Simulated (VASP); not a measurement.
# Au (Im-3m) in VASP: further runs

Aim: see how the results for Au move with the level of theory and the settings. Levels: PBE, PBE+D3(BJ), PBEsol. Tasks: relaxation of cell and atoms, single point.

Program: VASP 6.6.1. These are calculated values, not measurements. Logs are shortened: lines on timing, memory, paths and dates and some standing lists are left out, and cuts for length are marked.

## 1. The crystal as given

It takes space group Im-3m (No. 229, cubic). Conventional cell: a = 3.240 Å, b = 3.240 Å, c = 3.240 Å, α = 90.00°, β = 90.00°, γ = 90.00°. Au (site symmetry m-3m) has 8 Au at 2.81 Å as nearest neighbours.

This isn't the form of Au at room conditions, which is fcc.

## 2. Relaxation of cell and atoms, PBE

INCAR

```
PREC = Accurate
ENCUT = 600
EDIFF = 1E-7
ISMEAR = 0
SIGMA = 0.1
LREAL = False
LASPH = True
NELM = 100
ALGO = Normal
ISIF = 3
LWAVE = False
LCHARG = False
GGA = PE
IBRION = 2
NSW = 90
EDIFFG = -0.005
```

KPOINTS

```
Automatic mesh
0
Gamma
  18 18 18
```

POSCAR

```
Au
1.0
   -1.6198059000      1.6198059000      1.6198059000
    1.6198059000     -1.6198059000      1.6198059000
    1.6198059000      1.6198059000     -1.6198059000
Au
1
Direct
    0.0000000000      0.0000000000      0.0000000000
```

Potentials or basis: VASP PAW PBE potentials, release 64 (Au).

On the command line:

```
$ cat potpaw_PBE.64/Au/POTCAR > POTCAR
$ mpirun -np 1 vasp_std > vasp.out
```

OUTCAR:

```text
PREC = Accurate
   ENCUT = 600
   EDIFF = 1E-7
   ISMEAR = 0
   LREAL = False
   LASPH = True
   NELM = 100
   ISIF = 3
   GGA = PE
   IBRION = 2
   NSW = 90
   EDIFFG = -0.005

 ion  position               nearest neighbor table
   1  0.000  0.000  0.000-

  LATTYP: Found a body centered cubic cell.
 ALAT       =     3.2396118000

  Lattice vectors:

 A1 = (  -1.6198059000,   1.6198059000,   1.6198059000)
 A2 = (   1.6198059000,  -1.6198059000,   1.6198059000)
 A3 = (   1.6198059000,   1.6198059000,  -1.6198059000)

Analysis of symmetry for initial positions (statically):
=====================================================================
 Subroutine PRICEL returns:
 Original cell was already a primitive cell.

 Routine SETGRP: Setting up the symmetry group for a
 body centered cubic supercell.

 Subroutine GETGRP returns: Found 48 space group operations
 (whereof 48 operations were pure point group operations)
 out of a pool of 48 trial point group operations.

The static configuration has the point symmetry O_h .

Analysis of symmetry for dynamics (positions and initial velocities):
=====================================================================
 Subroutine PRICEL returns:
 Original cell was already a primitive cell.

 Routine SETGRP: Setting up the symmetry group for a
 body centered cubic supercell.

 Subroutine GETGRP returns: Found 48 space group operations
 (whereof 48 operations were pure point group operations)
 out of a pool of 48 trial point group operations.

The dynamic configuration has the point symmetry O_h .

 Subroutine INISYM returns: Found 48 space group operations
 (whereof 48 operations are pure point group operations),
 and found     1 'primitive' translations

----------------------------------------------------------------------------------------

                                     Primitive cell

  volume of cell :      17.0000

  direct lattice vectors                    reciprocal lattice vectors
    -1.619805900  1.619805900  1.619805900     0.000000000  0.308678960  0.308678960
     1.619805900 -1.619805900  1.619805900     0.308678960  0.000000000  0.308678960
     1.619805900  1.619805900 -1.619805900     0.308678960  0.308678960  0.000000000

  length of vectors
     2.805586117  2.805586117  2.805586117     0.436537971  0.436537971  0.436537971

  position of ions in fractional coordinates (direct lattice)
     0.000000000  0.000000000  0.000000000

[... 94 lines left out ...]
     AMIX     =   0.40;   BMIX     =  1.00
     AMIX_MAG =   1.60;   BMIX_MAG =  1.00
  volume/ion in A,a.u.               =      17.00       114.72
  Fermi-wavevector in a.u.,A,eV,Ry     =   1.415977  2.675808 27.279543  2.004990
  Thomas-Fermi vector in A             =   2.537359
   LORBIT       =      0    0 simple, 1 ext, 2 COOP (PROOUT), +10 PAW based schemes
   GGA     = PE    functional components
   LHFCALC =     F    Hartree Fock is set to
   AEXX    =    0.0000 exact exchange contribution
   IVDW    =     0    specifies the selected vdW correction
   LEPSILON=     F    determine dielectric tensor
   LRPA    =     F    only Hartree local field effects (RPA)
 conjugate gradient relaxation of ions
 non-spin polarized calculation
 Gauss-broadening in eV      SIGMA  =   0.10
  energy-cutoff  :      600.00
  volume of cell :       17.00
 maximum number of plane-waves:       586
   NGX = 11   NGY = 11   NGZ = 11

--------------------------------------- Ionic step        1  -------------------------------------------

 number of electron      11.0000001 magnetization

 Free energy of the ion-electron system (eV)
  ---------------------------------------------------
  ext. energy  EPLUGINS =         0.00000000
  ---------------------------------------------------
  free energy    TOTEN  =        -3.17515711 eV

  energy without entropy =       -3.17472206  energy(sigma->0) =       -3.17493958

------------------------ aborting loop because EDIFF is reached ----------------------------------------

  FORCE on cell =-STRESS in cart. coord.  units (eV):
  Direction    XX          YY          ZZ          XY          YZ          ZX
  --------------------------------------------------------------------------------------
  -------------------------------------------------------------------------------------
  Total        0.9709163      0.9709163      0.9709163      0.0000000      0.0000000     -0.0000000
  in kB       91.5047098     91.5047098     91.5047098      0.0000000      0.0000000     -0.0000000
  external PRESSURE =      91.5047098 kB  Pullay stress =       0.0000000 kB
[... 92 lines left out ...]
--------------------------------------- Ionic step        4  -------------------------------------------

 number of electron      10.9999999 magnetization

 Free energy of the ion-electron system (eV)
  ---------------------------------------------------
  ext. energy  EPLUGINS =         0.00000000
  ---------------------------------------------------
  free energy    TOTEN  =        -3.20100282 eV

  energy without entropy =       -3.20019109  energy(sigma->0) =       -3.20059695

 E-fermi :   8.6792     XC(G=0): -12.4053

 val. band max:        8.6339936211   @ k =   0.3889   0.0556   0.0556
 cond. band min:       8.7547827717   @ k =  -0.3333   0.3333   0.3333
 fundamental gap:      0.1207891506
 Fermi energy:         8.6792249045

 k-point     1 :       0.0000    0.0000    0.0000
  band No.  band energies     occupation
      1      -0.6819      2.00000
      2       4.0237      2.00000
      3       4.0237      2.00000
      4       4.0237      2.00000
      5       5.7994      2.00000
      6       5.7994      2.00000
      7      25.1255      0.00000
      8      25.1255      0.00000
      9      25.1255      0.00000
[... 265 lines left out ...]
 k-point    24 :       0.3889    0.1111    0.0000
  band No.  band energies     occupation
      1       2.0913      2.00000
      2       3.1323      2.00000
      3       5.4034      2.00000
      4       5.6784      2.00000
      5       6.4090      2.00000
      6       8.8026      0.08094
      7      12.8730      0.00000
      8      20.2228      0.00000
      9      21.9326      0.00000

 [... further k-points ...]

------------------------ aborting loop because EDIFF is reached ----------------------------------------

  FORCE on cell =-STRESS in cart. coord.  units (eV):
  Direction    XX          YY          ZZ          XY          YZ          ZX
  --------------------------------------------------------------------------------------
  -------------------------------------------------------------------------------------
  Total       -0.0002600     -0.0002600     -0.0002600     -0.0000000      0.0000000      0.0000000
  in kB       -0.0231866     -0.0231866     -0.0231866     -0.0000000      0.0000000      0.0000000
  external PRESSURE =      -0.0231866 kB  Pullay stress =       0.0000000 kB
[... 16 lines left out ...]
  FREE ENERGIE OF THE ION-ELECTRON SYSTEM (eV)
  ---------------------------------------------------
  free  energy   TOTEN  =        -3.2010028152 eV

  energy  without entropy=       -3.2001910935  energy(sigma->0) =       -3.20059695

 reached required accuracy - stopping structural energy minimisation
```

CONTCAR:

```text
Au
   1.00000000000000
    -1.6499630438225394    1.6499630438225394    1.6499630438225394
     1.6499630438225394   -1.6499630438225394    1.6499630438225394
     1.6499630438225394    1.6499630438225394   -1.6499630438225394
  Au
     1
Direct
     0.0000000000000000    0.0000000000000000    0.0000000000000000

  0.00000000E+00  0.00000000E+00  0.00000000E+00
```

Wall time 33 s (1 thread of Intel Xeon Platinum 8488C (Sapphire Rapids), shared host); peak memory 0.17 GiB.

What came out:

- Free energy: -3.2010 eV
- Relaxed volume: 17.97 Å³/atom
- Relaxed cell: a = 2.858 Å, b = 2.858 Å, c = 2.858 Å, α = 109.47°, β = 109.47°, γ = 109.47°
- Space group after relaxing (to 0.05 Å): Im-3m (No. 229)
- Energy gained by relaxing: 25.8 meV/atom
- Ionic steps: 4
- Pressure after relaxing: 0.0 GPa
- Band gap on the k mesh: none (metal or under the smearing width)

Step by step:
```csv
step,energy change (eV),largest force (eV/Å),pressure (GPa),volume (Å³)
1,0.0000,0.0000,9.15,17.00
2,0.0208,0.0000,-8.76,19.50
3,-0.0258,0.0000,-0.15,17.99
4,-0.0258,0.0000,0.00,17.97
```

Final structure:
```
Au
1.0
    -1.64996    1.64996    1.64996
     1.64996   -1.64996    1.64996
     1.64996    1.64996   -1.64996
Au
1
Direct
  0.00000 0.00000 0.00000
```

Levels at points of the mesh, in eV from the Fermi level:
```
           k point  band 3  band 4  band 5  band 6  band 7  band 8  band 9
(0.00, 0.00, 0.00)   -4.66   -4.66   -2.88   -2.88   16.45   16.45   16.45
(0.50, 0.00, 0.00)   -3.02   -2.70   -1.47   -0.46    3.21   12.29   13.50
(0.50, 0.50, 0.50)   -1.82   -1.82   -1.82    6.20    6.20    6.20    9.06
```

## 3. Relaxation of cell and atoms, PBE+D3(BJ)

INCAR: that of step 2 with these lines changed.

```diff
@@ -13,2 +13,3 @@
 GGA = PE
+IVDW = 12
 IBRION = 2
```

KPOINTS is that of step 2.

POSCAR is that of step 2.

Potentials or basis: VASP PAW PBE potentials, release 64 (Au).

On the command line:

```
$ cat potpaw_PBE.64/Au/POTCAR > POTCAR
$ mpirun -np 1 vasp_std > vasp.out
```

OUTCAR:

```text
PREC = Accurate
   ENCUT = 600
   EDIFF = 1E-7
   ISMEAR = 0
   LREAL = False
   LASPH = True
   NELM = 100
   ISIF = 3
   GGA = PE
   IVDW = 12
   IBRION = 2
   NSW = 90
   EDIFFG = -0.005
 IVDW          = 12

 ion  position               nearest neighbor table
   1  0.000  0.000  0.000-

  LATTYP: Found a body centered cubic cell.
 ALAT       =     3.2396118000

  Lattice vectors:

 A1 = (  -1.6198059000,   1.6198059000,   1.6198059000)
 A2 = (   1.6198059000,  -1.6198059000,   1.6198059000)
 A3 = (   1.6198059000,   1.6198059000,  -1.6198059000)

Analysis of symmetry for initial positions (statically):
=====================================================================
 Subroutine PRICEL returns:
 Original cell was already a primitive cell.

 Routine SETGRP: Setting up the symmetry group for a
 body centered cubic supercell.

 Subroutine GETGRP returns: Found 48 space group operations
 (whereof 48 operations were pure point group operations)
 out of a pool of 48 trial point group operations.

The static configuration has the point symmetry O_h .

Analysis of symmetry for dynamics (positions and initial velocities):
=====================================================================
 Subroutine PRICEL returns:
 Original cell was already a primitive cell.

 Routine SETGRP: Setting up the symmetry group for a
 body centered cubic supercell.

 Subroutine GETGRP returns: Found 48 space group operations
 (whereof 48 operations were pure point group operations)
 out of a pool of 48 trial point group operations.

The dynamic configuration has the point symmetry O_h .

 Subroutine INISYM returns: Found 48 space group operations
 (whereof 48 operations are pure point group operations),
 and found     1 'primitive' translations

----------------------------------------------------------------------------------------

                                     Primitive cell

  volume of cell :      17.0000

  direct lattice vectors                    reciprocal lattice vectors
[... 98 lines left out ...]
   EMIN   =  10.00;   EMAX   =-10.00  energy-range for DOS
   EFERMI =   0.00;   METHOD = LEGACY
   ISMEAR =     0;   SIGMA  =   0.10  broadening in eV -4-tet -1-fermi 0-gaus
   EFERMI_NEDOS =   21; number of points for ismear=-14 and -15
   IALGO  =     38    algorithm
   IMIX   =      4    mixing-type and parameters
     AMIX     =   0.40;   BMIX     =  1.00
     AMIX_MAG =   1.60;   BMIX_MAG =  1.00
  volume/ion in A,a.u.               =      17.00       114.72
  Fermi-wavevector in a.u.,A,eV,Ry     =   1.415977  2.675808 27.279543  2.004990
  Thomas-Fermi vector in A             =   2.537359
   LORBIT       =      0    0 simple, 1 ext, 2 COOP (PROOUT), +10 PAW based schemes
   GGA     = PE    functional components
   LHFCALC =     F    Hartree Fock is set to
   AEXX    =    0.0000 exact exchange contribution
   IVDW    =    12    specifies the selected vdW correction
   LEPSILON=     F    determine dielectric tensor
   LRPA    =     F    only Hartree local field effects (RPA)
 conjugate gradient relaxation of ions
 non-spin polarized calculation
 Gauss-broadening in eV      SIGMA  =   0.10
  energy-cutoff  :      600.00
  volume of cell :       17.00
 maximum number of plane-waves:       586
   NGX = 11   NGY = 11   NGZ = 11

--------------------------------------- Ionic step        1  -------------------------------------------

 number of electron      11.0000001 magnetization

 Free energy of the ion-electron system (eV)
  ---------------------------------------------------
  ext. energy  EPLUGINS =         0.00000000
  ---------------------------------------------------
  free energy    TOTEN  =        -3.17515711 eV

  energy without entropy =       -3.17472206  energy(sigma->0) =       -3.17493958

------------------------ aborting loop because EDIFF is reached ----------------------------------------

 Edisp (eV)   -0.66618

 E8    (eV) :    -0.2991
[... 69 lines left out ...]
--------------------------------------- Ionic step        3  -------------------------------------------

 number of electron      11.0000002 magnetization

 Free energy of the ion-electron system (eV)
  ---------------------------------------------------
  ext. energy  EPLUGINS =         0.00000000
  ---------------------------------------------------
  free energy    TOTEN  =        -3.18783702 eV

  energy without entropy =       -3.18735456  energy(sigma->0) =       -3.18759579

 E-fermi :   9.3070     XC(G=0): -12.6427

 val. band max:        9.2614632946   @ k =   0.3889   0.0556   0.0556
 cond. band min:       9.3872614812   @ k =  -0.3333   0.3333   0.3333
 fundamental gap:      0.1257981866
 Fermi energy:         9.3070093344

 k-point     1 :       0.0000    0.0000    0.0000
  band No.  band energies     occupation
      1      -0.4488      2.00000
      2       4.4545      2.00000
      3       4.4545      2.00000
      4       4.4545      2.00000
      5       6.3491      2.00000
      6       6.3491      2.00000
      7      25.7825      0.00000
      8      25.7825      0.00000
      9      25.7825      0.00000
[... 265 lines left out ...]
 k-point    24 :       0.3889    0.1111    0.0000
  band No.  band energies     occupation
      1       2.3953      2.00000
      2       3.4972      2.00000
      3       5.9033      2.00000
      4       6.2195      2.00000
      5       6.9902      2.00000
      6       9.4364      0.06732
      7      13.7128      0.00000
      8      21.0426      0.00000
      9      22.7789      0.00000

 [... further k-points ...]

------------------------ aborting loop because EDIFF is reached ----------------------------------------

 Edisp (eV)   -0.65561

 E8    (eV) :    -0.2943
[... 24 lines left out ...]
  FREE ENERGIE OF THE ION-ELECTRON SYSTEM (eV)
  ---------------------------------------------------
  free  energy   TOTEN  =        -3.8434451117 eV

  energy  without entropy=       -3.8429626568  energy(sigma->0) =       -3.84320388

 reached required accuracy - stopping structural energy minimisation
```

CONTCAR:

```text
Au
   1.00000000000000
    -1.6281471845726612    1.6281471845726612    1.6281471845726612
     1.6281471845726612   -1.6281471845726612    1.6281471845726612
     1.6281471845726612    1.6281471845726612   -1.6281471845726612
  Au
     1
Direct
     0.0000000000000000    0.0000000000000000    0.0000000000000000

  0.00000000E+00  0.00000000E+00  0.00000000E+00
```

It took 28 s on 1 thread of Intel Xeon Platinum 8488C (Sapphire Rapids), shared host; peak memory 0.18 GiB.

What came out:

| Quantity | Value |
| --- | --- |
| Free energy | -3.8434 eV |
| Relaxed volume | 17.26 Å³/atom |
| Relaxed cell | a = 2.820 Å, b = 2.820 Å, c = 2.820 Å, α = 109.47°, β = 109.47°, γ = 109.47° |
| Space group after relaxing (to 0.05 Å) | Im-3m (No. 229) |
| Energy gained by relaxing | 2.1 meV/atom |
| Ionic steps | 3 |
| Pressure after relaxing | 0.0 GPa |
| Band gap on the k mesh | none (metal or under the smearing width) |
| Dispersion energy per atom | -0.656 eV |

The path:
```tsv
step	energy change (eV)	largest force (eV/Å)	pressure (GPa)	volume (Å³)
1	0.0000	0.0000	2.63	17.00
2	0.0031	0.0000	-3.76	17.70
3	-0.0021	0.0000	-0.01	17.26
```

Final structure:
```yaml
crystal:
  lattice:
    - [-1.62815, 1.62815, 1.62815]
    - [1.62815, -1.62815, 1.62815]
    - [1.62815, 1.62815, -1.62815]
  atoms:
    - { symbol: Au, position: [0.00000, 0.00000, 0.00000] }
```

Caveat: pairwise dispersion overbinds metals, which lowers pressure and volume. Spin-orbit coupling is left out, which matters for the levels of Au.

## 4. Relaxation of cell and atoms, PBEsol

INCAR: that of step 3 with these lines changed.

```diff
@@ -1,3 +1,3 @@
 PREC = Accurate
-ENCUT = 600
+ENCUT = 300
 EDIFF = 1E-7
@@ -12,4 +12,3 @@
 LCHARG = False
-GGA = PE
-IVDW = 12
+GGA = PS
 IBRION = 2
```

KPOINTS is that of step 3.

POSCAR is that of step 3.

On the command line:

```
$ cat potpaw_PBE.64/Au/POTCAR > POTCAR
$ mpirun -np 1 vasp_std > vasp.out
```

Run time: 8.7 s. Hardware: 1 thread of Intel Xeon Platinum 8488C (Sapphire Rapids), shared host; peak memory 0.12 GiB.

The run converged. Its results:

```yaml
Free_energy: -3.9133 eV
Relaxed_volume: 16.94 Å³/atom
Relaxed_cell: a = 2.803 Å, b = 2.803 Å, c = 2.803 Å, α = 109.47°, β = 109.47°, γ = 109.47°
Space_group_after_relaxing_to_0.05_Å: Im-3m (No. 229)
Energy_gained_by_relaxing: 0.1 meV/atom
Ionic_steps: 3
Pressure_after_relaxing: 0.0 GPa
Band_gap_on_the_k_mesh: none (metal or under the smearing width)
```

Final structure:
```
CELL_PARAMETERS angstrom
-1.61803 1.61803 1.61803
1.61803 -1.61803 1.61803
1.61803 1.61803 -1.61803
ATOMIC_POSITIONS crystal
Au 0.00000 0.00000 0.00000
```

Levels at points of the mesh, in eV from the Fermi level:
```csv
k point,band 2,band 3,band 4,band 5,band 6,band 7,band 8,band 9
"(0.00, 0.00, 0.00)",-4.91,-4.91,-4.91,-2.94,-2.94,16.48,16.48,16.48
"(0.50, 0.00, 0.00)",-6.02,-3.09,-2.73,-1.37,-0.75,3.57,12.33,13.90
"(0.50, 0.50, 0.50)",-6.91,-1.77,-1.77,-1.77,6.23,6.23,6.23,9.74
```

Caveat: the PAW data sets were made with another functional, which shifts forces and pressure a little.

(Part 1 of 3 ends here.)
